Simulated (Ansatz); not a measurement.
# HfO2 monolayer (2H): phonons and vibrational spectra, part 3 of 3

Wanted: phonon frequencies of HfO2 monolayer (2H) and what follows from them.

Ansatz 0.2.0; DFT PBEsol, scalar-relativistic, plane waves, PAW.

So far. Step 4 (Relaxing to small forces for the phonons): The largest force component left is 0.59 meV/Å, within the tolerances set. Step 5 (Modes at Γ): Before it was imposed, the acoustic sum rule was missed by 1.7e-4 eV/Å² and the charge sum rule by 5.5e-5 e. Small misses are needed for a sound result but don't prove that mesh and cutoff are converged. The lowest optical mode is imaginary, 173.5i cm⁻¹, so the energy falls along it.

### 6. Response at finite wavevector (continued)

Interpolated from a 6×6×1 q mesh, with the LO-TO term (at Γ the limit along the path; where Γ stands inside the path, tables give the limit on arrival). Phonon branches along the path, in cm⁻¹:

```csv
point,branch 1,branch 2,branch 3,branch 4,branch 5,branch 6,branch 7,branch 8,branch 9
Γ,-174,-174,0,0,0,379,379,552,695
halfway,-71,98,141,175,186,344,480,556,684
M,-93,150,260,277,306,307,430,540,675
halfway,-99,190,220,261,332,343,426,531,673
K,-106,205,231,242,351,366,422,520,670
halfway,-73,131,137,199,240,342,468,550,681
Γ,-174,-174,0,0,0,379,379,552,695
```

The phonon branches as a text plot (rows in cm⁻¹):

```
    677 |********************************************************
    641 |
    604 |
    568 |*      ******                              *******     *
    532 | ******      ******************************       *****
    496 | **  ******                                  *****  ***
    460 |           ****                          ****
    423 |               **************************
    387 |*****                                             ******
    351 |     ********            *************************
    315 |             **************           ***
    279 |               ************              **
    243 |             ************* **************  **
    206 |           ****           *******************
    170 |       ******         ****            *****  ***
    134 |     ******  *********                     **   **
     98 |   **  ******                                *******
     62 |     ****                                    **********
     25 | ****                                             *****
    -11 |***                                                    *
    -47 |
    -83 |     ***********************        **************
   -119 |   **                       ********              **
   -155 |*****                                               ****
         Γ                   M           K                      Γ
```

Tetrahedra on a 24×24×1 mesh, mean over bins of 10 cm-1. Interpolated from a 6×6×1 q mesh. The phonon density of states by wavenumber; read off at these points:

wavenumber (cm⁻¹), phonon density of states (1/cm⁻¹/cell) and a bar:
```
     -175     0.0004 
     -155     0.0021 #
     -125     0.0021 #
     -105     0.0120 ######
      -95     0.0327 ###############
      -85     0.0233 ###########
      -55     0.0005 
      -35     0.0004 
      -15     0.0004 
       15     0.0030 #
       35     0.0036 ##
       65     0.0050 ##
       85     0.0061 ###
      105     0.0081 ####
      135     0.0124 ######
      155     0.0168 ########
      175     0.0145 #######
      205     0.0269 #############
      225     0.0173 ########
      245     0.0254 ############
      275     0.0098 #####
      295     0.0057 ###
      315     0.0188 #########
      335     0.0361 #################
      345     0.0243 ###########
      365     0.0096 #####
      385     0.0000 
      415     0.0000 
      435     0.0218 ##########
      455     0.0092 ####
      485     0.0052 ##
      505     0.0043 ##
      535     0.0272 #############
      545     0.0369 #################
      555     0.0244 ############
      575     0.0000 
      605     0.0000 
      625     0.0000 
      645     0.0000 
      675     0.0638 ##############################
      695     0.0071 ###
```

The partial phonon density of states has structure finer than the step of the table below, so its rows give means over 50 cm⁻¹, whole bins alone (the curve runs from -184 to 726 cm⁻¹). Peaks (cm⁻¹: height): Hf -92.0: 0.0250, 153.9: 0.0108, 251.1: 0.0147; O 205.3: 0.0161, 331.1: 0.0305, 428.3: 0.0204, 536.9: 0.0332, 679.9: 0.0424.

Phonopy on the run's constants, 21x21x1 mesh, Gaussian sigma 6.5 cm-1. Interpolated from a 6×6×1 q mesh. Partial phonon density of states against wavenumber; means over each step; values in 1/cm⁻¹/cell:

```csv
wavenumber (cm⁻¹),Hf,O
-150,2.6e-5,0.00194
-100,0.0137,0.00226
-50,0.00352,9.3e-4
0,0.00109,2.3e-4
50,0.00287,0.00151
100,0.00487,0.00296
150,0.00924,0.00526
200,0.00842,0.0111
250,0.0109,0.00722
300,0.00140,0.0103
350,0.00162,0.0177
400,2.0e-4,0.00343
450,4.5e-4,0.0125
500,5.1e-4,0.00540
550,0.00101,0.0169
600,5.3e-5,4.4e-4
650,6.6e-5,0.00705
700,8.0e-5,0.0128
```

Symmetry leaves 7 wavevectors to solve. The lowest mode among them, the acoustic zeros apart, lies at Γ and is imaginary, 173.5i cm⁻¹, so the energy falls along it.

### 7. Isotope substitution, element Hf, natural mass 178.486 amu

An isotope changes the mass and not the force constants, so no new electronic calculation is needed; the shifts show which modes move this element.

The same force constants with the mass of Hf changed from 178.486 to 173.940 u (phonopy, no LO-TO term). Both lists are sorted by frequency; levels can cross, so a row need not hold one and the same mode. Modes under 3 cm⁻¹ are left out. Isotope shifts, by row:

```csv
q,rank,natural mass (cm⁻¹),changed mass (cm⁻¹)
0 0 0,1,-173.5,-173.5
0 0 0,2,-173.5,-173.5
0 0 0,6,379,379.8
0 0 0,7,379,379.8
0 0 0,8,552.2,553.3
0 0 0,9,694.8,694.8
0 0.1667 0,1,-82.52,-83.07
0 0.1667 0,2,-70.94,-70.94
0 0.1667 0,3,66.97,67.7
0 0.1667 0,4,74.1,74.46
0 0.1667 0,5,129.8,131.3
0 0.1667 0,6,362.1,362.8
0 0.1667 0,7,508,508.8
0 0.1667 0,8,551.3,552.2
0 0.1667 0,9,688.6,688.6
0 0.3333 0,1,-80.68,-81.67
0 0.3333 0,2,124,125.3
0 0.3333 0,3,208.8,208.8
0 0.3333 0,4,234.2,237
0 0.3333 0,5,249.1,249.1
0 0.3333 0,6,326.5,327.1
0 0.3333 0,7,454.9,455.2
0 0.3333 0,8,549,549.5
0 0.3333 0,9,679.3,679.4
0 -0.5 0,1,-92.83,-94.02
0 -0.5 0,2,149.9,151.6
0 -0.5 0,3,260,260
0 -0.5 0,4,277.4,280.9
0 -0.5 0,5,305.9,305.9
0 -0.5 0,6,306.6,307.1
0 -0.5 0,7,429.6,429.7
0 -0.5 0,8,540.5,540.5
0 -0.5 0,9,675.1,675.2
```

A mode of this element alone would shift by +1.30 %. The highest zone-centre frequency without the field goes from 694.8 to 694.8 cm⁻¹ (+0.0 %).

### 8. Another isotope, element O, natural mass 15.999 amu

The same for O, from 16.00 to 18.00 u.

A mode of this element alone would shift by -5.72 %. The highest zone-centre frequency without the field goes from 694.8 to 655.0 cm⁻¹ (-5.7 %).

### 9. What came out

```yaml
space_group_after_relaxation_within_0p01_a: P-6m2
area_per_atom: 2.75 Å²
gap_on_the_k_mesh: 2.00 eV
highest_optical_mode_at_the_zone_centre_no_lo_to_term: 695 cm⁻¹
lowest_optical_zone_centre_mode: -174 cm⁻¹
largest_born_charge_third_of_the_trace: 3.37 e
lowest_mode_on_the_q_mesh_acoustic_modes_at_gamma_apart: -174 cm⁻¹
highest_frequency_on_the_path_or_at_a_solved_wavevector: 695 cm⁻¹
imaginary_modes_on_the_6x6x1_q_mesh: yes
```

In words: Modes are clearly imaginary (beyond 10i cm⁻¹) at 7 of the 7 irreducible wavevectors, most at Γ (173.5i cm⁻¹), so this structure is not a minimum of the energy. Without the field, the optical modes at Γ span -174 to 695 cm⁻¹ (negative means imaginary). The highest mode in this list at Γ, 694.8 cm⁻¹, is mostly motion of O (100 % of the kinetic energy). Among the real modes, the strongest infrared line is at 379 cm⁻¹. Averaged over orientations, the strongest Raman line at 532 nm and 300 K is at 695 cm⁻¹. The tensors are the static, non-resonant ones, while 532 nm light (2.33 eV) lies above the computed gap. In a sheet or slab the interpolated bending branch near Γ is rough, since the rotational sum rule isn't imposed. Dielectric tensors refer to the cell with its vacuum. Spin-orbit coupling is left out, which can matter for the heavy elements here. The starting cell was built on a prototype and not taken from a measurement. These are harmonic frequencies at zero temperature: anharmonic shifts, linewidths and thermal expansion are left out.

[Logs are printed without paths, hosts, clocks, repeated set-up lines and the standing remarks that a program may print on its own settings, such as how far it seeks lower states.]

[Hosts, paths, dates, database ids (printed as entryN), source tags and the programs' standing remarks are cut or masked in the printed files.]
